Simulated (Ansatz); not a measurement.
Zinc-blende ZnTe, treated with PBEsol+SOC (Ansatz, a quantum-chemistry and plane-wave program, PAW).

Run with plane-wave cutoff 520 eV, 10×10×10 k mesh, Fermi–Dirac smearing 0.01 eV, PAW data made under PBE.

Properties against volume:

```tsv
V (Å³/atom)	P (GPa)	direct gap at Γ (eV)
26.253	3.57	1.251
26.812	2.24	1.148
27.370	1.06	1.049
27.929	0.00	0.954
28.487	-0.94	0.862
29.046	-1.79	0.774
29.604	-2.54	0.690
```

A straight line through the gaps at Γ against ln V gives a volume deformation potential dE_g(Γ)/d ln V of -4.7 eV: the gap at Γ widens under compression.

Measured, for comparison: band gap 2.43 eV (zero-point renormalisation of 40 meV (experimental, the table's column) added back here, direct; inputs from Miglio et al. (2020), arXiv:2011.12765).
